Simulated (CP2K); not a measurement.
# InSe (R3m) in CP2K: equation of state

Aim: energy against volume of InSe in PBE, for its equilibrium volume and stiffness.

Everything below comes from runs of CP2K 2026.2. Logs are shortened: lines on timing, memory, paths and dates and some standing lists are left out, and cuts for length are marked.

## (1) Starting point

The structure is trigonal, space group R3m (No. 160). Conventional cell: a = 4.000 Å, b = 4.000 Å, c = 25.320 Å, α = 90.00°, β = 90.00°, γ = 120.00°. Around In (site symmetry 3m) lie 3 Se at 2.63 Å and 1 In at 2.82 Å. Around In (site symmetry 3m) lie 3 Se at 2.64 Å and 1 In at 2.82 Å. Se (site symmetry 3m) is surrounded by 3 In at 2.63 Å. Se (site symmetry 3m) is surrounded by 3 In at 2.64 Å.

## (2) Single point, PBE, 29.24 Å³/atom

The input, inse_eos.inp:

```
&GLOBAL
  PROJECT inse_eos
  RUN_TYPE ENERGY_FORCE
  PRINT_LEVEL LOW
&END GLOBAL
&FORCE_EVAL
  METHOD QS
  STRESS_TENSOR ANALYTICAL
  &DFT
    BASIS_SET_FILE_NAME BASIS_MOLOPT_UZH
    POTENTIAL_FILE_NAME POTENTIAL_UZH
    &MGRID
      CUTOFF 450
      REL_CUTOFF 60
      NGRIDS 4
    &END MGRID
    &QS
      METHOD GPW
      EPS_DEFAULT 1.0E-10
    &END QS
    &KPOINTS
      SCHEME MONKHORST-PACK 8 8 8
      GAMMA_CENTERED T
      SYMMETRY T
      SYMMETRY_BACKEND SPGLIB
    &END KPOINTS
    &SCF
      SCF_GUESS ATOMIC
      EPS_SCF 1.0E-6
      MAX_SCF 100
      ADDED_MOS 14
      CHOLESKY OFF
      EPS_EIGVAL 1.0E-7
      &DIAGONALIZATION ON
        ALGORITHM STANDARD
      &END DIAGONALIZATION
      &MIXING ON
        METHOD BROYDEN_MIXING
        ALPHA 0.4
        BETA 1.5
        NBUFFER 8
      &END MIXING
      &SMEAR ON
        METHOD FERMI_DIRAC
        ELECTRONIC_TEMPERATURE 580.23
      &END SMEAR
    &END SCF
    &XC
      &XC_FUNCTIONAL PBE
      &END XC_FUNCTIONAL
    &END XC
    &PRINT
      &KPOINTS ON
      &END KPOINTS
      &MULLIKEN ON
      &END MULLIKEN
      &MO ON
        ENERGIES T
        OCCUPATION_NUMBERS T
        &EACH
          QS_SCF 0
        &END EACH
        ADD_LAST NUMERIC
      &END MO
    &END PRINT
  &END DFT
  &SUBSYS
    &CELL
      A 8.7502533297 0.0000000000 0.0000000000
      B 7.8359940850 3.8941147946 0.0000000000
      C 7.8359940850 1.8397326251 3.4321296453
      PERIODIC XYZ
    &END CELL
    &COORD
      In  21.7016037966 5.0950968171 3.0497904028
      In  0.0000000000 0.0000000000 0.0000000000
      Se  4.1981833138 0.9856483714 0.5899830860
      Se  9.3659296151 2.1989304855 1.3162217190
    &END COORD
    &KIND In
      BASIS_SET TZVP-MOLOPT-PBE-GTH-q13
      POTENTIAL GTH-PBE-q13
    &END KIND
    &KIND Se
      BASIS_SET TZVP-MOLOPT-PBE-GTH-q6
      POTENTIAL GTH-PBE-q6
    &END KIND
    &PRINT
      &ATOMIC_COORDINATES ON
      &END ATOMIC_COORDINATES
      &CELL ON
      &END CELL
      &SYMMETRY ON
      &END SYMMETRY
    &END PRINT
  &END SUBSYS
  &PRINT
    &FORCES ON
    &END FORCES
    &STRESS_TENSOR ON
    &END STRESS_TENSOR
  &END PRINT
&END FORCE_EVAL
```

Potentials or basis: POTENTIAL_UZH In GTH-PBE-q13, Se GTH-PBE-q6; TZVP-MOLOPT-PBE-GTH basis.

Command:

```console
$ OMP_NUM_THREADS=1 cp2k.psmp -i inse_eos.inp -o inse_eos.out
```

inse_eos.out:

```text

 CP2K| version string:                                       CP2K version 2026.2
 CP2K| Input file name                                              inse_eos.inp

 GLOBAL| Force Environment number                                              1
 GLOBAL| Basis set file name                                    BASIS_MOLOPT_UZH
 GLOBAL| Potential file name                                       POTENTIAL_UZH
 GLOBAL| MM Potential file name                                     MM_POTENTIAL
 GLOBAL| Coordinate file name                                      __STD_INPUT__
 GLOBAL| Method name                                                        CP2K
 GLOBAL| Project name                                                   inse_eos
 GLOBAL| Run type                                                   ENERGY_FORCE
 GLOBAL| FFT library                                                       FFTW3
[... 6 lines left out ...]
 GLOBAL| Total number of message passing processes                             1
 GLOBAL| Number of threads for this process                                    1
 GLOBAL| CPU model name                     Intel(R) Xeon(R) Processor @ 2.70GHz

 CELL| Volume [angstrom^3]:                                           116.948071
 CELL| Vector a [angstrom]:       8.750     0.000     0.000   |a| =     8.750253
 CELL| Vector b [angstrom]:       7.836     3.894     0.000   |b| =     8.750253
 CELL| Vector c [angstrom]:       7.836     1.840     3.432   |c| =     8.750253
 CELL| Angle (b,c), alpha [degree]:                                    26.425182
 CELL| Angle (a,c), beta  [degree]:                                    26.425182
 CELL| Angle (a,b), gamma [degree]:                                    26.425182
 CELL| Numerically orthorhombic:                                              NO
 CELL| Periodicity                                                           XYZ

 CELL_REF| Volume [angstrom^3]:                                       116.948071
 CELL_REF| Vector a [angstrom     8.750     0.000     0.000   |a| =     8.750253
 CELL_REF| Vector b [angstrom     7.836     3.894     0.000   |b| =     8.750253
 CELL_REF| Vector c [angstrom     7.836     1.840     3.432   |c| =     8.750253
 CELL_REF| Angle (b,c), alpha [degree]:                                26.425182
 CELL_REF| Angle (a,c), beta  [degree]:                                26.425182
 CELL_REF| Angle (a,b), gamma [degree]:                                26.425182
 CELL_REF| Numerically orthorhombic:                                          NO
 CELL_REF| Periodicity                                                       XYZ
[... 9 lines left out ...]
 TOTAL NUMBERS AND MAXIMUM NUMBERS

  Total number of            - Atomic kinds:                                   2
                             - Atoms:                                          4
                             - Shell sets:                                     4
                             - Shells:                                        34
                             - Primitive Cartesian functions:                 20
                             - Cartesian basis functions:                    116
                             - Spherical basis functions:                    102

  Maximum angular momentum of- Orbital basis functions:                        3
                             - Local part of the GTH pseudopotential:          0
                             - Non-local part of the GTH pseudopotential:      4

 MODULE QUICKSTEP: ATOMIC COORDINATES IN ANGSTROM

   Atom Kind Element         X             Y             Z       Z(eff)     Mass
      1    1 In   49     21.701604      5.095097      3.049790  13.0000 114.8180
      2    1 In   49      0.000000      0.000000      0.000000  13.0000 114.8180
      3    2 Se   34      4.198183      0.985648      0.589983   6.0000  78.9600
      4    2 Se   34      9.365930      2.198930      1.316222   6.0000  78.9600

 Crystal Symmetry Information
       International Symbol:                                                 R3m
       Point Group Symbol:                                                    3m
       Schoenflies Symbol:                                                 C3v^5
       Number of Symmetry Operations:                                          6

 SCF PARAMETERS         Density guess:                                    ATOMIC
                        --------------------------------------------------------
                        max_scf:                                             100
                        max_scf_history:                                       0
                        max_diis:                                              4
[... 5 lines left out ...]
                        --------------------------------------------------------
[... 30 lines left out ...]
 BRILLOUIN|     5           0.01172       -0.37500       -0.37500        0.12500
 BRILLOUIN|     6           0.01172       -0.37500       -0.37500        0.25000
[... 32 lines left out ...]
 BRILLOUIN|    39           0.01172       -0.25000       -0.25000        0.50000
 BRILLOUIN|    40           0.01172       -0.25000       -0.12500       -0.12500
 [... further k-points ...]
 *******************************************************************************

 Extrapolation method: initial_guess

 Number of electrons:                                                         38
 Number of occupied orbitals:                                                 19
 Number of molecular orbitals:                                                33

 Number of orbital functions:                                                102
 Number of independent orbital functions:                                    102

 SCF WAVEFUNCTION OPTIMIZATION

  Step     Update method      Time    Convergence         Total energy    Change
  ------------------------------------------------------------------------------
     1 NoMix/Diag. 0.40E+00   19.5     0.96340362      -131.7042218444 -1.32E+02
     2 Broy./Diag. 0.40E+00   28.7     0.05952656      -131.4186227502  2.86E-01
     3 Broy./Diag. 0.40E+00   30.9     0.14513007      -131.5274762441 -1.09E-01
     4 Broy./Diag. 0.40E+00   34.4     0.01218510      -131.6081739663 -8.07E-02
     5 Broy./Diag. 0.40E+00   34.3     0.00523363      -131.5748583195  3.33E-02
     6 Broy./Diag. 0.40E+00   38.2     0.00244799      -131.5619148451  1.29E-02
     7 Broy./Diag. 0.40E+00   36.7     0.00178822      -131.5638159055 -1.90E-03
     8 Broy./Diag. 0.40E+00   36.0     0.00142432      -131.5704535492 -6.64E-03
     9 Broy./Diag. 0.40E+00   34.7     0.00028673      -131.5735540640 -3.10E-03
    10 Broy./Diag. 0.40E+00   30.0     0.00023581      -131.5741364047 -5.82E-04
    11 Broy./Diag. 0.40E+00   27.9     0.00005476      -131.5739499666  1.86E-04
    12 Broy./Diag. 0.40E+00   30.7     0.00006374      -131.5736538194  2.96E-04
    13 Broy./Diag. 0.40E+00   33.9     0.00002380      -131.5734928972  1.61E-04
    14 Broy./Diag. 0.40E+00   26.4     0.00000934      -131.5734566632  3.62E-05
    15 Broy./Diag. 0.40E+00   28.1     0.00000649      -131.5734708140 -1.42E-05
    16 Broy./Diag. 0.40E+00   29.4     0.00000106      -131.5734790146 -8.20E-06
    17 Broy./Diag. 0.40E+00   34.0     0.00000116      -131.5734747200  4.29E-06
    18 Broy./Diag. 0.40E+00   36.8     0.00000015      -131.5734730861  1.63E-06

  *** SCF run converged in    18 steps ***

  Electronic density on regular grids:        -37.9999999952        0.0000000048
  Core density on regular grids:               37.9999999951       -0.0000000049
  Total charge density on r-space grids:       -0.0000000001
  Total charge density g-space grids:          -0.0000000001

  Overlap energy of the core charge distribution:               0.00000000127073
  Self energy of the core charge distribution:               -219.71534429669862
  Core Hamiltonian energy:                                     65.27715654340768
  Hartree energy:                                              41.90988427031694
  Exchange-correlation energy:                                -19.04516798247181
  Electronic entropic energy:                                  -0.00000162197838
  Fermi energy:                                                 0.16126511119055

  Total energy:                                              -131.57347308614811
  Total energy (extrapolated to T->0):                       -131.57347227515893

 MO| EIGENVALUES AND OCCUPATION NUMBERS FOR K POINT 1
 MO|
 MO|  Index      Eigenvalue [a.u.]        Eigenvalue [eV]             Occupation
 MO|      1              -0.393570             -10.709572               2.000000
 MO|      2              -0.387201             -10.536280               2.000000
 MO|      3              -0.387201             -10.536280               2.000000
 MO|      4              -0.384225             -10.455298               2.000000
 MO|      5              -0.384225             -10.455297               2.000000
 MO|      6              -0.383429             -10.433641               2.000000
[... 493 lines left out ...]
 MO|     32               0.589200              16.032945               0.000000
 MO|     33               0.626933              17.059703               0.000000
 MO| Sum:                                                              38.000000
 MO| E(Fermi):            0.161265 a.u.          4.388247 eV
 MO| Band gap:            0.132190 a.u.          3.597083 eV

 MO| EIGENVALUES AND OCCUPATION NUMBERS FOR K POINT 14
 MO|
 MO|  Index      Eigenvalue [a.u.]        Eigenvalue [eV]             Occupation
 MO|      1              -0.396908             -10.800421               2.000000
 MO|      2              -0.393627             -10.711146               2.000000
 MO|      3              -0.391205             -10.645236               2.000000
 MO|      4              -0.387182             -10.535768               2.000000
 MO|      5              -0.383978             -10.448582               2.000000
 MO|      6              -0.382386             -10.405245               2.000000
[... 25 lines left out ...]
 MO|     32               0.563222              15.326044               0.000000
 MO|     33               0.607563              16.532642               0.000000
 MO| Sum:                                                              38.000000
 MO| E(Fermi):            0.161265 a.u.          4.388247 eV

 [... the levels of further k-points ...]

 !-----------------------------------------------------------------------------!
                     Mulliken Population Analysis

 #  Atom  Element  Kind  Atomic population                           Net charge
       1     In       1         12.970663                              0.029337
       2     In       1         12.982789                              0.017211
       3     Se       2          6.029676                             -0.029676
       4     Se       2          6.016871                             -0.016871
 # Total charge                             38.000000                  0.000000

 !-----------------------------------------------------------------------------!

 ENERGY| Total FORCE_EVAL ( QS ) energy [hartree]           -131.573473964691686

 FORCES| Atomic forces [hartree/bohr]
 FORCES|   Atom     x               y               z               |f|
 FORCES|      1  8.41564897E-03  1.97582677E-03  1.18267129E-03   8.72500719E-03
 FORCES|      2 -8.18218044E-03 -1.92101412E-03 -1.14986158E-03   8.48295665E-03
 FORCES|      3 -6.61904432E-03 -1.55400621E-03 -9.30187015E-04   6.86235608E-03
 FORCES|      4  6.35431307E-03  1.49185371E-03  8.92983865E-04   6.58789362E-03
 FORCES| Sum    -3.12627093E-05 -7.33985322E-06 -4.39343874E-06
 FORCES| Total atomic force                                       3.24119229E-05

 STRESS| Analytical stress tensor [bar]
 STRESS|                        x                   y                   z
 STRESS|      x        2.49406904987E+04  -2.77889449494E+03  -1.66333612108E+03
 STRESS|      y       -2.77889449494E+03   3.61242159867E+04  -3.90516974401E+02
 STRESS|      z       -1.66333612108E+03  -3.90516974401E+02   3.65427753087E+04
 STRESS| 1/3 Trace                                             3.25358939314E+04
 STRESS| Determinant                                           3.25341337851E+13

 STRESS| Eigenvectors and eigenvalues of the analytical stress tensor [bar]
 STRESS|                        1                   2                   3
 STRESS| Eigenvalues   2.40544962845E+04   3.67765293122E+04   3.67766561975E+04
 STRESS|      x           0.964542550496     -0.118469747792     -0.235844412992
 STRESS|      y           0.226459013761     -0.087450486275      0.970086969058
 STRESS|      z           0.135550667162      0.989099252506      0.057521172829
```

It took 10 min on 1 thread of Intel Xeon at 2.70GHz, shared host; peak memory 1.5 GiB.

What came out:

```yaml
Free_energy: -3580.2963 eV
Pressure: 3.3 GPa
Largest_force: 0.449 eV/Å
Band_gap_on_the_k_mesh: 0.42 eV, direct
Mulliken_charges: In +0.03, +0.02; Se -0.03, -0.02 e
```

Caveat: Mulliken charges move with the basis; spin-orbit coupling is left out, which moves the levels of the heavy elements; the basis of atomic orbitals isn't converged, which shifts pressures, moduli and gaps.

## (3) Single point, PBE, 28.65 Å³/atom (volume scaled by 0.98)

Edit inse_eos.inp of step 2 so:

```diff
@@ -11,2 +11,3 @@
     POTENTIAL_FILE_NAME POTENTIAL_UZH
+    WFN_RESTART_FILE_NAME previous-RESTART.kp
     &MGRID
@@ -27,3 +28,3 @@
     &SCF
-      SCF_GUESS ATOMIC
+      SCF_GUESS RESTART
       EPS_SCF 1.0E-6
@@ -68,5 +69,5 @@
     &CELL
-      A 8.7502533297 0.0000000000 0.0000000000
-      B 7.8359940850 3.8941147946 0.0000000000
-      C 7.8359940850 1.8397326251 3.4321296453
+      A 8.6915250278 0.0000000000 0.0000000000
+      B 7.7834019360 3.8679790085 0.0000000000
+      C 7.7834019360 1.8273850542 3.4090945241
       PERIODIC XYZ
@@ -74,6 +75,6 @@
     &COORD
-      In  21.7016037966 5.0950968171 3.0497904028
+      In  21.5559510604 5.0609005061 3.0293213941
       In  0.0000000000 0.0000000000 0.0000000000
-      Se  4.1981833138 0.9856483714 0.5899830860
-      Se  9.3659296151 2.1989304855 1.3162217190
+      Se  4.1700067379 0.9790330824 0.5860233487
+      Se  9.3030691331 2.1841721180 1.3073877500
     &END COORD
```

Potentials or basis: POTENTIAL_UZH In GTH-PBE-q13, Se GTH-PBE-q6; TZVP-MOLOPT-PBE-GTH basis.

Command:

```console
$ OMP_NUM_THREADS=1 cp2k.psmp -i inse_eos.inp -o inse_eos.out
```

inse_eos.out:

```text

 CP2K| version string:                                       CP2K version 2026.2
 CP2K| Input file name                                              inse_eos.inp

 GLOBAL| Force Environment number                                              1
 GLOBAL| Basis set file name                                    BASIS_MOLOPT_UZH
 GLOBAL| Potential file name                                       POTENTIAL_UZH
 GLOBAL| MM Potential file name                                     MM_POTENTIAL
 GLOBAL| Coordinate file name                                      __STD_INPUT__
 GLOBAL| Method name                                                        CP2K
 GLOBAL| Project name                                                   inse_eos
 GLOBAL| Run type                                                   ENERGY_FORCE
 GLOBAL| FFT library                                                       FFTW3
 GLOBAL| Diagonalization library                                       ScaLAPACK
 GLOBAL| Cholesky decomposition library                                ScaLAPACK
 GLOBAL| DGEMM library                                                      BLAS
[... 747 lines left out ...]
 !-----------------------------------------------------------------------------!

 ENERGY| Total FORCE_EVAL ( QS ) energy [hartree]           -131.571401829916766

 FORCES| Atomic forces [hartree/bohr]
 FORCES|   Atom     x               y               z               |f|
 FORCES|      1  1.01143178E-02  2.37464137E-03  1.42140422E-03   1.04861211E-02
 FORCES|      2 -9.88842163E-03 -2.32159904E-03 -1.38964734E-03   1.02519181E-02
 FORCES|      3 -9.74243764E-03 -2.28731942E-03 -1.36912763E-03   1.01005659E-02
 FORCES|      4  9.48473854E-03  2.22681040E-03  1.33290140E-03   9.83339087E-03
 FORCES| Sum    -3.18029120E-05 -7.46669295E-06 -4.46936095E-06
 FORCES| Total atomic force                                       3.29719866E-05

 STRESS| Analytical stress tensor [bar]
 STRESS|                        x                   y                   z
 STRESS|      x        3.64452231158E+04  -3.10602140129E+03  -1.85924086915E+03
 STRESS|      y       -3.10602140129E+03   4.89454440331E+04  -4.36520074400E+02
 STRESS|      z       -1.85924086915E+03  -4.36520074400E+02   4.94134041708E+04
 STRESS| 1/3 Trace                                             4.49346904399E+04
 STRESS| Determinant                                           8.74871064627E+13

 STRESS| Eigenvectors and eigenvalues of the analytical stress tensor [bar]
 STRESS|                        1                   2                   3
 STRESS| Eigenvalues   3.54546951103E+04   4.96746764773E+04   4.96746997321E+04
 STRESS|      x           0.964542654212     -0.255178010524     -0.067391773612
 STRESS|      y           0.226456109097      0.931313441048     -0.285259364746
 STRESS|      z           0.135554781760      0.259883545973      0.956078157723
```

Wall time 7.4 min (1 thread of Intel Xeon at 2.70GHz, shared host); peak memory 1.5 GiB.

Results:

```
Free energy            : -3580.2399 eV
Pressure               : 4.5 GPa
Largest force          : 0.539 eV/Å
Band gap on the k mesh : 0.47 eV, direct
Mulliken charges       : In +0.02, +0.00; Se -0.02, -0.00 e
```

Caveat: Mulliken charges move with the basis; spin-orbit coupling is left out, which moves the levels of the heavy elements; the basis of atomic orbitals isn't converged, which shifts pressures, moduli and gaps.

[end of part 1 of 2]
